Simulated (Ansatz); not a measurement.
The cell is COD entry 1541509, as deposited and not checked against the literature; nothing was relaxed.

SrCl2: DFT, PBE, all-electron LAPW, scalar-relativistic (Ansatz 0.2.0).

Command: `ansatz run input.yaml --threads 1 --pin off --max-ram 4096MiB --backend cpu --events-out ev --progress --plain --runs-dir out` The run took 19 s on 1 thread of Arm Neoverse V2 (shared host), peak memory 0.3 GiB.

```yaml
crystal:
  lattice:
    - [0.0, 3.4855, 3.4855]
    - [3.4855, 0.0, 3.4855]
    - [3.4855, 3.4855, 0.0]
  atoms:
    - { symbol: Sr, position: [0.0, 0.0, 0.0] }
    - { symbol: Cl, position: [0.25, 0.25, 0.25] }
    - { symbol: Cl, position: [0.75, 0.75, 0.75] }
kpoints:
  mp_grid: { grid: [8, 8, 8] }
  band_path:
    path:
      - [0.0, 0.0, 0.0]
      - [0.5, 0.0, 0.5]
      - [0.625, 0.25, 0.625]
      - [0.375, 0.375, 0.75]
      - [0.0, 0.0, 0.0]
      - [0.5, 0.5, 0.5]
      - [0.5, 0.25, 0.75]
      - [0.5, 0.0, 0.5]
    npoints: 14
scf:
  occupations: { method: fermi_dirac, width: 0.01 }
hamiltonian:
  xc: pbe
  pseudopotentials: { kind: all_electron, lapw: { basis_error: 0.001 } }
output:
  forces: true
  stress: true
  eigenvalues: true
  populations: true
  dos: { projected: true, de: 0.2, e_range: [-14, 8] }
```

Output:

```
Sr: projections on atomic orbitals take those of the free atom 1s2 2s2 2p6 3s2 3p6 3d10 4s2 4p6 5s2, of charge +0.00 (hamiltonian.pseudopotentials.projection_atoms)
Cl: projections on atomic orbitals take those of the free atom 1s2 2s2 2p6 3s2 3p5, of charge +0.00 (hamiltonian.pseudopotentials.projection_atoms)
LAPW: plane waves up to 6.405 Å⁻¹, error target 1.0e-3 eV per atom; small_component_spin mean_spin; Cl in spheres of 1.465 Å, 15 of its electrons in bands, Dirac shells []; Sr in spheres of 1.553 Å, 26 of its electrons in bands, Dirac shells []
Engine: ansatz 0.2.0
Pseudopotentials: kind: all_electron
Pseudopotential: Sr, LAPW, valence charge 26, Koelling and Harmon's equation, gaussian nucleus
Pseudopotential: Cl, LAPW, valence charge 15, Koelling and Harmon's equation, gaussian nucleus
Functional definition: PBE
  parameter kappa = 0.804
  parameter beta = 0.06672455060314922
  exchange = pbe_x(kappa = kappa, mu = beta*pi^2/3)
  correlation = pbe_c(beta = beta)
Crystal: 3 atoms, lattice volume = 84.689 Å³
Basis set: ecut = 156.31024657624167 eV, 339 PW (Γ), exchange–correlation at level 2
Bands: 34, of which v1, the nominal top of the filled ones, is band 28 counted from 1 (27 counted from 0)
Symmetry: 48 space group operations
Space group: Fm-3m (ITA 225), of the structure as read, at distance tolerance 4.4e-5 Å
k-points: 29 of 512
Non-local potential: Sr, projectors of the file, none
Non-local potential: Cl, projectors of the file, none
Initial density: superposition of atomic densities (chi_scale 0.1, normalization cell, long waves kept (reshape's long-wave potential 0.00 eV rms))
Initial wavefunctions: plane waves of lowest kinetic energy (no species holds an atomic orbital)
Functional: x = pbe(κ = 0.804, μ = 0.2195149727645171), c = pbe(β = 0.06672455060314922)
iter 1 solved again at ethr=1.10e-3 eV; its pass at ethr=1.00e-1 eV (dr2=6.18e-1 eV) is discarded
SCF iter   1: F=—  HF=-111642.939368 eV  |F-HF|=—  |Δ(HF+E_count)|=         —  Δρ=1.94e-2  dr2=6.18e-1  ethr=1.10e-3  ⟨swp⟩=2.1  Hψ=5920  notcnv=0
preconditioner: auto → none  [insulator: Δε(μ)=5.790 eV  Ē_g=14.940 eV  σ=0.010 eV  W_gap=1.00  n_scr=14 (ndim 8)  ℏωp=18.9 eV  f_vac=0.125  D(μ)=0.00/eV (n_scr^D=0)  ε∞_Penn≈2.6]
iter 2 solved again at ethr=7.49e-5 eV; its pass at ethr=1.10e-3 eV (dr2=4.19e-2 eV) is discarded
SCF iter   2: F=—  HF=-111642.651435 eV  |F-HF|=—  |Δ(HF+E_count)|=   2.88e-1  Δρ=5.17e-3  dr2=4.19e-2  ethr=7.49e-5  ⟨swp⟩=2.0  Hψ=5394  notcnv=0
SCF iter   3: F=—  HF=-111642.666486 eV  |F-HF|=—  |Δ(HF+E_count)|=         —  Δρ=2.99e-3  dr2=1.46e-2  ethr=7.49e-5  ⟨swp⟩=3.0  Hψ=3301  notcnv=0
the basis was enlarged: its passes take 310.8 KiB over the memory plan, 1 of 1 planned eigensolver slots
SCF iter   4: F=—  HF=-111642.677086 eV  |F-HF|=—  |Δ(HF+E_count)|=   1.06e-2  Δρ=1.86e-4  dr2=4.37e-5  ethr=2.61e-5  ⟨swp⟩=3.2  Hψ=3363  notcnv=0
SCF iter   5: F=—  HF=-111642.677166 eV  |F-HF|=—  |Δ(HF+E_count)|=   7.97e-5  Δρ=5.13e-5  dr2=2.29e-6  ethr=7.81e-8  ⟨swp⟩=3.0  Hψ=3303  notcnv=0
SCF iter   6: F=-111642.677175 eV  HF=-111642.677175 eV  |F-HF|=3.58e-7  |Δ(HF+E_count)|=   8.94e-6  Δρ=9.95e-6  dr2=5.86e-8  ethr=4.09e-9  ⟨swp⟩=3.0  Hψ=3228  notcnv=0
SCF 1 converged in 6 iterations: F = -111642.677175 eV  dr2 = 5.86e-8
NSCF: frozen V_eff on 99 k-points
SCF converged after 6 iterations
Free energy (F): -111642.677175 eV
Harris-Foulkes:  -111642.677175 eV  (|F-HF|=3.58e-7)
Internal energy: -111642.677175 eV  (E = F + TS)
E sigma→0 (E₀):  -111642.677175 eV
Fermi energy:    6.721208 eV
--- Per-component energies (eV) ---
  E_band       = -5848.565910
  E_kinetic    = 114340.872935
  E_xc         = -4400.394743
  E_electrostatic = -221583.155367  (all electrons and nuclei)
  E_smearing   = -0.000000  (= −TS)
  E_closure    = 0.000000  (closes the sum)
  E_atoms      = -111629.943624  (free atoms, spherical and without spin; not in F)
  Σ components = -111642.677175   (vs F -111642.677175, Δ=0.00e0)
  Basis errors (estimates in eV, not in F): energy 4.4e-4 per atom: plane waves 4.0e-4 (2.2e-4 summed), levels above the bands 2.3e-267, relativity 3.1e-8, radial functions 4.0e-5, core shells 3.5e-7; eigenvalues (radial functions only) 2.9e-6; not estimated: angular momenta, meshes, grids; target (lapw.basis_error) 1.0e-3; muffin-tin radii Cl 1.465 Å, Sr 1.553 Å
--- Forces (eV/Å), atoms counted from 1 ---
  atom   1  Sr    -0.00000000     0.00000000    -0.00000000
  atom   2  Cl    -0.00000000     0.00000000     0.00000000
  atom   3  Cl     0.00000000    -0.00000000    -0.00000000
  max |Σ_I F_I| component: 3.47e-18 eV/Å
--- Stress (GPa, compression-positive) ---
        1.082538      -0.000000       0.000000
       -0.000000       1.082538       0.000000
        0.000000       0.000000       1.082538
  P = ⅓ Tr σ = 1.0825 GPa (10.825 kbar)
--- Band table (eV; the first three rows and the last of 29) ---
  k-point 0: bands = ["-243.8543", "-243.8543", "-243.8543", "-239.7601", "-239.7601", "-178.6678", "-178.6678", "-178.6678", "-178.6678", "-178.6678", "-178.6678", "-115.7990", "-115.7990", "-115.7967", "-115.7967", "-115.7967", "-28.7745", "-10.7708", "-10.7708", "-10.7708", "-9.2677", "-8.4148", "1.9135", "1.9135", "1.9135", "3.7043", "3.7043", "3.7043", "9.3916", "10.1422", "10.1422", "13.0154", "13.0154", "13.0154"]
  k-point 1: bands = ["-243.8543", "-243.8543", "-243.8543", "-239.7601", "-239.7601", "-178.6678", "-178.6678", "-178.6678", "-178.6678", "-178.6678", "-178.6678", "-115.7990", "-115.7990", "-115.7967", "-115.7967", "-115.7967", "-28.7740", "-10.8273", "-10.7729", "-10.7729", "-9.1737", "-8.4492", "1.9715", "1.9715", "2.0225", "3.5174", "3.6176", "3.6176", "9.7443", "10.2676", "10.2676", "12.2806", "12.8488", "12.8488"]
  k-point 2: bands = ["-243.8543", "-243.8543", "-243.8543", "-239.7601", "-239.7601", "-178.6678", "-178.6678", "-178.6678", "-178.6678", "-178.6678", "-178.6678", "-115.7990", "-115.7990", "-115.7967", "-115.7967", "-115.7967", "-28.7729", "-10.9410", "-10.7779", "-10.7779", "-8.9845", "-8.5127", "2.1307", "2.1307", "2.2805", "3.1191", "3.3996", "3.3996", "10.5017", "10.5330", "10.5330", "11.8232", "12.6713", "12.6713"]
  k-point 28: bands = ["-243.8543", "-243.8543", "-243.8543", "-239.7601", "-239.7601", "-178.6678", "-178.6678", "-178.6678", "-178.6678", "-178.6678", "-178.6678", "-115.7990", "-115.7990", "-115.7967", "-115.7967", "-115.7967", "-28.7701", "-10.9782", "-10.9782", "-10.8050", "-8.5950", "-8.5950", "1.5709", "1.8128", "2.8292", "2.8292", "3.7297", "3.9371", "10.2735", "11.0621", "11.2752", "11.2752", "12.1848", "13.5301"]
--- Löwdin populations: 3 sites ---
  site symbol       q [e]
     0     Sr     36.3582
     1     Cl     17.7262
     2     Cl     17.7262
  spilling = 0.002630 (of n_electrons = 72.000000)
```

populations.tsv:

```
# site	symbol	l	j	q
# orbitals = lowdin
# n_electrons = 72.000000
# spilling = 0.002630
# projection_atom_Sr: 1s2 2s2 2p6 3s2 3p6 3d10 4s2 4p6 5s2
# projection_atom_Cl: 1s2 2s2 2p6 3s2 3p5
0	Sr	0_1S	-	2.000000
0	Sr	0_2S	-	1.999988
0	Sr	0_3S	-	1.999755
0	Sr	0_4S	-	1.992595
0	Sr	0_5S	-	0.369635
0	Sr	1_2P	-	6.000000
0	Sr	1_3P	-	5.999990
0	Sr	1_4P	-	5.996274
0	Sr	2_3D	-	9.999999
1	Cl	0_1S	-	1.999974
1	Cl	0_2S	-	1.998255
1	Cl	0_3S	-	1.928919
1	Cl	1_2P	-	5.999898
1	Cl	1_3P	-	5.799142
2	Cl	0_1S	-	1.999974
2	Cl	0_2S	-	1.998255
2	Cl	0_3S	-	1.928919
2	Cl	1_2P	-	5.999898
2	Cl	1_3P	-	5.799142
```
